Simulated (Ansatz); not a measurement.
## Field gradients of SnO2 from run to run

Cell of run 1: a computed structure from the Materials Project (it need not be an observed phase).

Space group Pnma (No. 62); a = 9.3347, b = 3.2246, c = 11.3536 Å.

```csv
site,Wyckoff,site symmetry,x,y,z
Sn1,4c,.m.,0.4126,0.7500,0.6027
Sn5,4c,.m.,0.5524,0.2500,0.8830
O9,4c,.m.,0.9210,0.7500,0.5712
O13,4c,.m.,0.0336,0.7500,0.2139
O17,4c,.m.,0.6157,0.7500,0.5131
O21,4c,.m.,0.8046,0.2500,0.3522
```

One atom of each set is listed.

All runs are DFT with Ansatz 0.2.0 (plane waves and PAW, scalar-relativistic unless spin–orbit coupling is named, Γ-centred meshes, Fermi–Dirac smearing where given) in this cell.

Run 1: PBE, gradients read without the response of the cores, atoms as given; 420 eV, 3×6×2 k-points, smearing 0.02 eV.
Run 2: r2SCAN, gradients read without the response of the cores, atoms as given; 500 eV, 3×6×2 k-points, smearing 0.02 eV.
Run 3: LDA, gradients read without the response of the cores, atoms as given; 420 eV, 3×6×2 k-points, smearing 0.02 eV; the PAW files are those made for PBE.

| run | Sn1 V_zz (η) | Sn5 V_zz (η) | O13 V_zz (η) | O21 V_zz (η) |
| --- | --- | --- | --- | --- |
| 1 | -6.00 (0.87) | -6.19 (0.80) | -11.86 (0.09) | -11.08 (0.08) |
| 2 | ? | ? | ? | ? |
| 3 | -5.98 (0.88) | -6.18 (0.80) | -11.84 (0.08) | -11.09 (0.07) |

V_zz in 10²¹ V/m²; 4 of the 6 sets of like atoms are followed.

Problem. Estimate the row of run 2.

Solution. Sn1: -5.82 (0.84); Sn5: -5.97 (0.79); O13: -11.63 (0.08); O21: -10.87 (0.07). It lies nearest to run 1, from whose tensors on these sites it differs by 0.27 at most (largest principal value of the difference, on Sn1).

Without spin–orbit coupling (the program notes it for Sn) the gradients are little affected as a rule: paired runs on crystals with a gap mostly move them by under 2 % at such atoms. Without spin–orbit coupling (the program notes it for Sn) the gradients can shift somewhat, as the gap is small. In runs 2, 3 the atoms aren't at the calculated equilibrium (largest force 0.53, 0.57 eV/Å). The cell isn't the equilibrium one in runs 2, 3 (calculated pressure -7, -9 GPa), and the entry's cell may itself be off.
